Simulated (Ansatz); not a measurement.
InAs, 2 atoms in the cell. It takes space group F-43m (No. 216, cubic). The conventional cell has a = 6.036 Å, b = 6.036 Å, c = 6.036 Å, α = 90.00°, β = 90.00°, γ = 90.00°. In (site symmetry -43m) has 4 As at 2.61 Å as nearest neighbours. As (site symmetry -43m) is surrounded by 4 In at 2.61 Å. 

- Program: Ansatz 0.2.0
- Task: band structure
- Functional: LDA
- Potentials or basis: all-electron LAPW, relativistic spinors
- Cutoff: 283 eV (chosen from the basis error)
- Basis error allowed: 0.001 eV/atom
- k mesh: 6 × 6 × 6
- Occupations: fermi-dirac, width 0.05 eV
- Spin: spin-orbit coupling, no magnetisation

Potentials or basis: all-electron LAPW, relativistic spinors.

The run is started by

```sh
$ ansatz run input.yaml --threads 1 --pin off --max-ram 3072MiB --backend cpu --events-out ev --progress --plain --runs-dir out
```

Hardware: 1 thread of Arm Neoverse V1, with other jobs on the host.

**Question.** Estimate the wall time of this run.

**Answer.** Run time: 89 s on 1 thread of Arm Neoverse V1, with other jobs on the host, peak memory 0.42 GiB. Counts: scf iterations 7, plane waves 609, k points 16, bands 54.
